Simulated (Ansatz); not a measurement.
Runs of Ansatz 0.2.0 on PtSe2 (Sudovikovite). The structure is trigonal, space group P-3m1 (No. 164). The conventional cell has a = 3.724 Å, b = 3.724 Å, c = 5.062 Å, α = 90.00°, β = 90.00°, γ = 120.00°. Pt (site symmetry -3m) is surrounded by 6 Se at 2.49 Å. Se (site symmetry 3m) is surrounded by 3 Pt at 2.49 Å. 

| task | level | potentials or basis | U | cell | k mesh | cutoff (eV) | hubbard projectors | double counting | atoms under strain | gap on the mesh (eV) | pressure (GPa) | relaxed volume (Å³/atom) | largest force (eV/Å) |
| --- | --- | --- | --- | --- | --- | --- | --- | --- | --- | --- | --- | --- | --- |
| relaxation of cell and atoms | SVWN5 | Ansatz PAW | - | relaxed | 8 × 8 × 5 | 420 | - | - | - | - | 0.0 | 19.20 | 0.01 |
| relaxation of cell and atoms | PBEsol+U | Ansatz PAW | Pt d U = 8 eV | relaxed | 8 × 8 × 5 | 420 | ortho-atomic (the default) | fll (the default) | - | - | 0.0 | (a) | - |
| phonons | LDA | Ansatz PAW | - | as given | 7 × 7 × 5 | 420 | - | - | - | none | - | - | - |
| single point | PBE | Ansatz PAW | - | as given | 8 × 8 × 5 | 500 | - | - | - | none | 7.3 | - | 0.59 |
| density of states | PBE | Ansatz PAW | - | as given | 8 × 8 × 5 | 420 | - | - | - | none | 7.3 | - | 0.59 |
| relaxation of cell and atoms | BLYP | Ansatz PAW | - | relaxed | 8 × 8 × 5 | 420 | - | - | - | 1.29 | 0.0 | 38.49 | - |
| elastic constants | r2SCAN | Ansatz PAW | - | as given | 7 × 7 × 5 | 500 | - | - | relaxed | none | (b) | - | - |

Alike in all rows: no spin polarisation; smearing fermi-dirac 0.05 eV.

Task: Fill in the values left out.

Result: (a) 19.33; (b) 3.0.

Caveats: the PAW data sets come from PBE, with cores solved anew for the run's functional, which leaves a small shift of forces and pressure (some runs); the plane-wave basis is chosen anew once the cell has moved, so the energies of steps on either side of that aren't comparable (some runs); the volume moved by over 15 % at a fixed basis, so the end points are rough (some runs); odd divisions of the mesh miss points on the zone boundary, where band edges often lie, so the gap on the mesh can be too wide (some runs); spin-orbit coupling is left out, which moves the levels of the heavy elements (some runs); the volume moved by +90 % from the deposited cell, more than functionals usually miss (some runs); the cell is more than 3 GPa from zero pressure, which shifts response properties (some runs).

A k mesh can miss the band edges, and the runs leave out spin-orbit coupling on Pt, Se.

A gap of «none» marks a metal or a gap under the smearing width.
